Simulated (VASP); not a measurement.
# InSb (I-4m2) in VASP: single point with PBEsol

Aim: the single point of InSb with PBEsol.

Everything below comes from runs of VASP 6.6.1. Logs are shortened: lines on timing, memory, paths and dates and some standing lists are left out, and cuts for length are marked.

## (1) The structure

It takes space group I-4m2 (No. 119, tetragonal). Conventional cell: a = 5.808 Å, b = 5.808 Å, c = 3.171 Å, α = 90.00°, β = 90.00°, γ = 90.00°. In (site symmetry -4m2) has 4 Sb at 3.01 Å and 2 In at 3.17 Å as nearest neighbours. Sb (site symmetry -4m2) has 4 In at 3.01 Å and 2 Sb at 3.17 Å as nearest neighbours.

Measurements of this composition are mostly on another form, of space group No. 216.

## (2) Single point, PBEsol, non-collinear spin, zero start, spin-orbit coupling

INCAR

```
SYSTEM = InSb
PREC     = Accurate       ! precision mode
ENCUT    = 520            ! plane-wave cutoff, eV
EDIFF    = 1E-6           ! SCF threshold, eV
ISMEAR   = 0              ! smearing method
SIGMA    = 0.1            ! smearing width, eV
LREAL    = .False.        ! projectors in reciprocal space
LASPH    = .True.         ! aspherical terms in the spheres
NELM     = 60             ! most SCF steps
ALGO     = Fast           ! electronic algorithm
ISIF     = 2              ! what is computed and relaxed
LWAVE    = .False.        ! write WAVECAR
LCHARG   = .False.        ! write CHGCAR
MAGMOM   = 0 0 0 0 0 0    ! initial moments
LORBIT   = 11             ! projections on sites
LSORBIT  = .True.         ! spin-orbit coupling
GGA_COMPAT= .False.      
GGA      = PS             ! functional
NBANDS   = 30             ! bands
```

KPOINTS

```
Automatic mesh
0
Gamma
  14 14 14
  0 0 0
```

POSCAR

```
InSb
1.0
   -2.9041400000      2.9041400000      1.5853500000
    2.9041400000     -2.9041400000      1.5853500000
    2.9041400000      2.9041400000     -1.5853500000
In Sb
1 1
Direct
    0.7500000000      0.2500000000      0.5000000000
    0.0000000000      0.0000000000      0.0000000000
```

Potentials or basis: VASP PAW PBE potentials, release 64 (In_d, Sb).

The run is started by

```console
cat potpaw_PBE.64/In_d/POTCAR potpaw_PBE.64/Sb/POTCAR > POTCAR
mpirun -np 1 vasp_ncl > vasp.out
```

OUTCAR:

```text
SYSTEM = InSb
   PREC = Accurate
   ENCUT = 520
   EDIFF = 1E-6
   ISMEAR = 0
   LREAL = .False.
   LASPH = .True.
   NELM = 60
   ISIF = 2
   LORBIT = 11
   LSORBIT = .True.
   GGA = PS

 ion  position               nearest neighbor table
   1  0.750  0.250  0.500-   2 3.01   2 3.01   2 3.01   2 3.01   2 3.75   2 3.75   2 3.75   2 3.75

   2  0.000  0.000  0.000-   1 3.01   1 3.01   1 3.01   1 3.01   1 3.75   1 3.75   1 3.75   1 3.75

  LATTYP: Found a body centered tetragonal cell.
 ALAT       =     5.8082800000
 C/A-ratio  =     0.5458931043

  Lattice vectors:

 A1 = (  -2.9041400000,   2.9041400000,   1.5853500000)
 A2 = (   2.9041400000,  -2.9041400000,   1.5853500000)
 A3 = (   2.9041400000,   2.9041400000,  -1.5853500000)

Analysis of symmetry for initial positions (statically):
=====================================================================
 Subroutine PRICEL returns:
 Original cell was already a primitive cell.

 Routine SETGRP: Setting up the symmetry group for a
 body centered tetragonal supercell.

 Subroutine GETGRP returns: Found  8 space group operations
 (whereof  8 operations were pure point group operations)
 out of a pool of 16 trial point group operations.

The static configuration has the point symmetry D_2d.

Analysis of symmetry for dynamics (positions and initial velocities):
=====================================================================
 Subroutine PRICEL returns:
 Original cell was already a primitive cell.

 Routine SETGRP: Setting up the symmetry group for a
 body centered tetragonal supercell.

 Subroutine GETGRP returns: Found  8 space group operations
 (whereof  8 operations were pure point group operations)
 out of a pool of 16 trial point group operations.

The dynamic configuration has the point symmetry D_2d.

Analysis of structural, dynamic, and magnetic symmetry:
=====================================================================
 Subroutine PRICEL returns:
 Original cell was already a primitive cell.

 Routine SETGRP: Setting up the symmetry group for a
 body centered tetragonal supercell.

 Subroutine GETGRP returns: Found  8 space group operations
 (whereof  8 operations were pure point group operations)
 out of a pool of 16 trial point group operations.

The overall configuration has the point symmetry D_2d.

 Subroutine INISYM returns: Found  8 space group operations
 (whereof  8 operations are pure point group operations),
 and found     1 'primitive' translations

----------------------------------------------------------------------------------------

                                     Primitive cell

  volume of cell :      53.4836

  direct lattice vectors                    reciprocal lattice vectors
    -2.904140000  2.904140000  1.585350000     0.000000000  0.172168008  0.315387769
     2.904140000 -2.904140000  1.585350000     0.172168008  0.000000000  0.315387769
     2.904140000  2.904140000 -1.585350000     0.172168008  0.172168008  0.000000000

  length of vectors
     4.402430340  4.402430340  4.402430340     0.359320565  0.359320565  0.243482333

  position of ions in fractional coordinates (direct lattice)
     0.750000000  0.250000000  0.500000000
     0.000000000  0.000000000  0.000000000

  ion indices of the primitive-cell ions
   primitive index   ion index
                 1           1
                 2           2

----------------------------------------------------------------------------------------

 KPOINTS: Automatic mesh

Automatic generation of k-mesh.
 Grid dimensions read from file:
 generate k-points for:   14   14   14

 Generating k-lattice:

  Cartesian coordinates                     Fractional coordinates (reciprocal lattice)
     0.000000000  0.012297715  0.022527698     0.071428571  0.000000000  0.000000000
     0.012297715  0.000000000  0.022527698     0.000000000  0.071428571  0.000000000
     0.012297715  0.012297715  0.000000000     0.000000000  0.000000000  0.071428571

  Length of vectors
     0.025665755  0.025665755  0.017391595

  Shift w.r.t. Gamma in fractional coordinates (k-lattice)
     0.000000000  0.000000000  0.000000000
[... 43 lines left out ...]
   ISTART =      0    job   : 0-new  1-cont  2-samecut
   ICHARG =      2    charge: 1-file 2-atom 10-const
   ISPIN  =      1    spin polarized calculation?
   LNONCOLLINEAR =      T non collinear calculations
   LSORBIT =      T    spin-orbit coupling
   LASPH  =      T    aspherical Exc in radial PAW
   ENCUT  =  520.0 eV  38.22 Ry    6.18 a.u.   8.19  8.19  8.19*2*pi/ulx,y,z
   NELM   =     60;   NELMIN=  2; NELMDL= -5     # of ELM steps
   EDIFF  = 0.1E-05   stopping-criterion for ELM
   LREAL  =      F    real-space projection
   EDIFFG = 0.1E-04   stopping-criterion for IOM
   NSW    =      0    number of steps for IOM
   IBRION =     -1    ionic relax: 0-MD 1-quasi-New 2-CG
   NFREE  =      0    steps in history (QN), initial steepest desc. (CG)
   ISIF   =      2    stress and relaxation
   ISYM   =      2    0-nonsym 1-usesym 2-fastsym
   POTIM  = 0.5000    time-step for ionic-motion
   TEBEG  =    0.0;   TEEND  =   0.0 temperature during run
   PSTRESS=    0.0 pullay stress
   NELECT =      18.0000    total number of electrons
   NUPDOWN=      -1.0000    fix difference up-down
   EMIN   =  10.00;   EMAX   =-10.00  energy-range for DOS
   EFERMI =   0.00;   METHOD = LEGACY
   ISMEAR =     0;   SIGMA  =   0.10  broadening in eV -4-tet -1-fermi 0-gaus
   EFERMI_NEDOS =   21; number of points for ismear=-14 and -15
   IALGO  =     68    algorithm
   IMIX   =      4    mixing-type and parameters
     AMIX     =   0.40;   BMIX     =  1.00
     AMIX_MAG =   1.60;   BMIX_MAG =  1.00
  volume/ion in A,a.u.               =      26.74       180.46
  Fermi-wavevector in a.u.,A,eV,Ry     =   1.138743  2.151912 17.643148  1.296735
  Thomas-Fermi vector in A             =   2.275447
   LORBIT       =     11    0 simple, 1 ext, 2 COOP (PROOUT), +10 PAW based schemes
   GGA     = PS    functional components
   LHFCALC =     F    Hartree Fock is set to
   AEXX    =    0.0000 exact exchange contribution
   IVDW    =     0    specifies the selected vdW correction
   LEPSILON=     F    determine dielectric tensor
   LRPA    =     F    only Hartree local field effects (RPA)
 RMM-DIIS sequential band-by-band and
 Gauss-broadening in eV      SIGMA  =   0.10
  energy-cutoff  :      520.00
  volume of cell :       53.48
 maximum number of plane-waves:      2936
 NGX is ok and might be reduce to    36
   NGX = 17   NGY = 17   NGZ = 17

 number of electron      17.9999995 magnetization      -0.0000000     -0.0000000     -0.0000000

 number of electron      17.9999995 magnetization       0.0000000      0.0000000      0.0000000

 number of electron      17.9999995 magnetization       0.0000000     -0.0000000      0.0000000

 number of electron      17.9999995 magnetization      -0.0000000      0.0000000     -0.0000000

 Free energy of the ion-electron system (eV)
  ---------------------------------------------------
  ext. energy  EPLUGINS =         0.00000000
  ---------------------------------------------------
  free energy    TOTEN  =        -7.68517042 eV

  energy without entropy =       -7.68088795  energy(sigma->0) =       -7.68302918

 E-fermi :   7.6235     XC(G=0): -10.2653

 val. band max:        7.6108790248   @ k =  -0.2857  -0.2857   0.0714
 cond. band min:       7.6247288059   @ k =   0.3571   0.0714   0.0714
 fundamental gap:      0.0138497810
 Fermi energy:         7.6234968965

 k-point     1 :       0.0000    0.0000    0.0000
  band No.  band energies     occupation
      1      -7.4641      1.00000
      2      -7.4641      1.00000
      3      -7.3735      1.00000
      4      -7.3735      1.00000
      5      -6.6179      1.00000
      6      -6.6179      1.00000
[... 781 lines left out ...]
     29      16.7916      0.00000
     30      16.8186      0.00000

 [... further k-points ...]

------------------------ aborting loop because EDIFF is reached ----------------------------------------

  FORCE on cell =-STRESS in cart. coord.  units (eV):
  Direction    XX          YY          ZZ          XY          YZ          ZX
  --------------------------------------------------------------------------------------
  -------------------------------------------------------------------------------------
  Total        0.0062313      0.0062313      0.0260630      0.0000000      0.0000000      0.0000000
  in kB        0.1866670      0.1866670      0.7807550      0.0000000      0.0000000      0.0000000
  external PRESSURE =       0.3846963 kB  Pullay stress =       0.0000000 kB

 VOLUME and BASIS-vectors are now :
 -----------------------------------------------------------------------------
  energy-cutoff  :      520.00
  volume of cell :       53.48
      direct lattice vectors                 reciprocal lattice vectors
    -2.904140000  2.904140000  1.585350000     0.000000000  0.172168008  0.315387769
     2.904140000 -2.904140000  1.585350000     0.172168008  0.000000000  0.315387769
     2.904140000  2.904140000 -1.585350000     0.172168008  0.172168008  0.000000000

 POSITION                                       TOTAL-FORCE (eV/Angst)
 -----------------------------------------------------------------------------------
      0.00000      2.90414      0.79268        -0.000000      0.000000      0.000000
      0.00000      0.00000      0.00000         0.000000     -0.000000     -0.000000
 -----------------------------------------------------------------------------------
    total drift:                               -0.000000      0.000000     -0.000000

  FREE ENERGIE OF THE ION-ELECTRON SYSTEM (eV)
  ---------------------------------------------------
  free  energy   TOTEN  =        -7.6851704160 eV

  energy  without entropy=       -7.6808879498  energy(sigma->0) =       -7.68302918

 Spin-Orbit-Coupling matrix elements

 Ion:    1  E_soc:     -0.0717309
 l=   1
     0.0000000    -0.0056005    -0.0055164
    -0.0056005     0.0000000    -0.0056005
    -0.0055164    -0.0056005     0.0000000
 l=   2
     0.0000000    -0.0012976     0.0000000    -0.0012976    -0.0050074
    -0.0012976     0.0000000    -0.0038559    -0.0012901    -0.0012718
     0.0000000    -0.0038559     0.0000000    -0.0038559     0.0000000
    -0.0012976    -0.0012901    -0.0038559     0.0000000    -0.0012718
    -0.0050074    -0.0012718     0.0000000    -0.0012718     0.0000000
 l=   3
     0.0000000     0.0000000     0.0000000     0.0000000     0.0000000     0.0000000     0.0000000
     0.0000000     0.0000000     0.0000000     0.0000000     0.0000000     0.0000000     0.0000000
     0.0000000     0.0000000     0.0000000     0.0000000     0.0000000     0.0000000     0.0000000
     0.0000000     0.0000000     0.0000000     0.0000000     0.0000000     0.0000000     0.0000000
     0.0000000     0.0000000     0.0000000     0.0000000     0.0000000     0.0000000     0.0000000
     0.0000000     0.0000000     0.0000000     0.0000000     0.0000000     0.0000000     0.0000000
     0.0000000     0.0000000     0.0000000     0.0000000     0.0000000     0.0000000     0.0000000

 Ion:    2  E_soc:     -0.1407363
 l=   1
     0.0000000    -0.0229732    -0.0240802
    -0.0229732     0.0000000    -0.0229732
    -0.0240802    -0.0229732     0.0000000
 l=   2
     0.0000000    -0.0000151     0.0000000    -0.0000151    -0.0000810
    -0.0000151     0.0000000    -0.0000859    -0.0000142    -0.0000222
     0.0000000    -0.0000859     0.0000000    -0.0000859     0.0000000
    -0.0000151    -0.0000142    -0.0000859     0.0000000    -0.0000222
    -0.0000810    -0.0000222     0.0000000    -0.0000222     0.0000000
 l=   3
     0.0000000     0.0000000     0.0000000     0.0000000     0.0000000     0.0000000     0.0000000
     0.0000000     0.0000000     0.0000000     0.0000000     0.0000000     0.0000000     0.0000000
     0.0000000     0.0000000     0.0000000     0.0000000     0.0000000     0.0000000     0.0000000
     0.0000000     0.0000000     0.0000000     0.0000000     0.0000000     0.0000000     0.0000000
     0.0000000     0.0000000     0.0000000     0.0000000     0.0000000     0.0000000     0.0000000
     0.0000000     0.0000000     0.0000000     0.0000000     0.0000000     0.0000000     0.0000000
     0.0000000     0.0000000     0.0000000     0.0000000     0.0000000     0.0000000     0.0000000

 total charge

# of ion       s       p       d       tot
------------------------------------------
    1        0.943   0.568   9.861  11.373
    2        1.197   1.176   0.032   2.406
--------------------------------------------------
tot          2.140   1.745   9.893  13.778

 magnetization (x)

# of ion       s       p       d       tot
------------------------------------------
    1        0.000   0.000   0.000   0.000
    2        0.000   0.000   0.000   0.000
--------------------------------------------------
tot          0.000   0.000   0.000   0.000

 magnetization (y)

# of ion       s       p       d       tot
------------------------------------------
    1        0.000   0.000   0.000   0.000
    2       -0.000   0.000   0.000  -0.000
--------------------------------------------------
tot         -0.000   0.000   0.000  -0.000

 magnetization (z)

# of ion       s       p       d       tot
------------------------------------------
    1        0.000  -0.000  -0.000   0.000
    2        0.000   0.000   0.000   0.000
--------------------------------------------------
tot          0.000   0.000   0.000   0.000
```

Run time: 45 min. Hardware: 1 thread of Intel Xeon Platinum 8375C at 2.90GHz (Ice Lake), shared host; peak memory 1.1 GiB.

Results:

| Quantity | Value |
| --- | --- |
| Free energy | -7.6852 eV |
| Pressure | 0.0 GPa |
| Net moment | 0.00 μB per cell |
| Valence electrons inside the program's atomic spheres | In 11.37; Sb 2.41 |

Moments on the atoms (μB; x, y, z):
```
In  0.00 0.00 0.00
Sb  0.00 0.00 0.00
```

Caveat: the PAW data sets were made with another functional, which shifts forces and pressure a little.
